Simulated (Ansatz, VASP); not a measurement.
# Two plane-wave programs on Mg

```xyz
3
Lattice="0.0000 3.4851 3.4851 3.4851 0.0000 3.4851 3.4851 3.4851 0.0000" Properties=species:S:1:pos:R:3 pbc="T T T"
Mg    0.0000    0.0000    0.0000
Mg    1.7426    1.7426    1.7426
Mg    5.2277    5.2277    5.2277
```

Alike in both runs: functional PBE; k mesh 4 × 4 × 4; occupations gaussian, width 0.1 eV; no spin polarisation.

Ansatz relaxed the structure, and its values are those at the end. VASP's run is a single point on that final structure, the one shown.

|  | VASP | Ansatz |
| --- | --- | --- |
| version | VASP 6.6.1 | Ansatz 0.2.0 |
| potentials or method | VASP PAW PBE potentials, release 64 (Mg) | scalar-relativistic, plane waves, PAW |
| plane-wave cutoff (eV) | 520 | 420 |
| valence electrons in the cell | 6 | 30 |

|  | VASP | Ansatz | Ansatz less VASP |
| --- | --- | --- | --- |
| gap on the k mesh at the Fermi level (eV) | none | none | - |
| pressure (GPa) | 0.0 | 0.0 | +0.07 |

A gap of «none» marks a metal or a gap that the smearing closes. The two sets of potentials don't hold the same shells in valence.

Caveats: the k mesh is coarse (spacing up to 0.39 Å⁻¹), so the values aren't converged.
